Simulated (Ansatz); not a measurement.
# ZrN: structure and electronic properties

One table from this session's results is given with a row withheld; the runs are named, their logs left out.

The COD entry's cell or inner coordinates are ideal or old and differ from later refinements, so a difference from it is no clean test against experiment.

Computed with Ansatz 0.2.0 (DFT r2SCAN, scalar-relativistic, plane waves, PAW, unless a step's input says otherwise).

### The system as given

The structure is cubic, space group Fm-3m (No. 225). Conventional cell: a = 4.600 Å, b = 4.600 Å, c = 4.600 Å, α = 90.00°, β = 90.00°, γ = 90.00°. Zr (site symmetry m-3m) has 6 N at 2.30 Å as nearest neighbours. Around N (site symmetry m-3m) lie 6 Zr at 2.30 Å.

Structure file:

```cif
data_structure
_symmetry_space_group_name_H-M 'Fm-3m'
_symmetry_Int_Tables_number 225
_cell_length_a 4.6000
_cell_length_b 4.6000
_cell_length_c 4.6000
_cell_angle_alpha 90.000
_cell_angle_beta 90.000
_cell_angle_gamma 90.000
_cell_volume 97.34
loop_
_atom_site_label
_atom_site_type_symbol
_atom_site_symmetry_multiplicity
_atom_site_Wyckoff_symbol
_atom_site_fract_x
_atom_site_fract_y
_atom_site_fract_z
_atom_site_occupancy
Zr1 Zr 4 b 0.50000 0.00000 0.00000 1
N1 N 4 a 0.00000 0.00000 0.00000 1
```

Source of the structure: the Crystallography Open Database.

The first run:

(A quick probe on a coarse mesh, which set the mesh and smearing, is not shown.)

File input.yaml:

```yaml
crystal:
  lattice:
    - [0.0, 2.3, 2.3]
    - [2.3, 0.0, 2.3]
    - [2.3, 2.3, 0.0]
  atoms:
    - { symbol: Zr, position: [0.5, 0.5, 0.5] }
    - { symbol: "N", position: [0.0, 0.0, 0.0] }
basis:
  ecutwfc: 500
kpoints:
  mp_grid: { grid: [16, 16, 16] }
hamiltonian:
  xc: r2scan
scf:
  occupations: { method: gaussian, width: 0.1 }
output:
  forces: true
  stress: true
  eigenvalues: true
relax:
  adjacent_minimum: "off"
  f_tol: 0.005
  max_steps: 80
  cell: { stress_tol: 0.05 }
```

Command:

```
$ ansatz run input.yaml --threads 1 --pin off --max-ram 2560MiB --backend cpu --events-out ev --progress --plain --runs-dir out
```

Among the steps run: Full relaxation; Electronic structure at the relaxed geometry; Volume × 0.97; The cell scaled to 1.03 of its volume; The cell scaled to 0.94 of its volume; Volume × 1.06.

One of the session's tables, all rows but one given; the rest of the session is left out.

It belongs to the step «Equation of state». 

| volume (Å³/atom) | energy above the lowest point (meV/atom) | pressure (GPa) |
| --- | --- | --- |
| 11.334 | 39.5 | 18.50 |
| 11.696 | ? | ? |
| 12.058 | 0.0 | -0.03 |
| 12.419 | 8.5 | -7.31 |
| 12.781 | 32.2 | -13.53 |

**Question.** Estimate the row for volume (Å³/atom) = 11.696.

Worked estimate for «energy above the lowest point (meV/atom)». A straight line through the neighbours (11.334, 39.5) and (12.058, 0.0) gives 39.5 + (0.0 − 39.5) × (11.696 − 11.334) / (12.058 − 11.334) = 19.8; a parabola fitted to 3 rows on both sides gives 10.3.

**Answer.** energy above the lowest point (meV/atom): 9.3; pressure (GPa): 8.51. In «energy above the lowest point (meV/atom)» the line misses by +10.5 and the parabola by +1.0.

Caveats from the session: The start is a reported cell, which holds thermal expansion that this zero-temperature run lacks. Spin polarisation is off in the runs that give these values; a magnetic solution could lie lower.
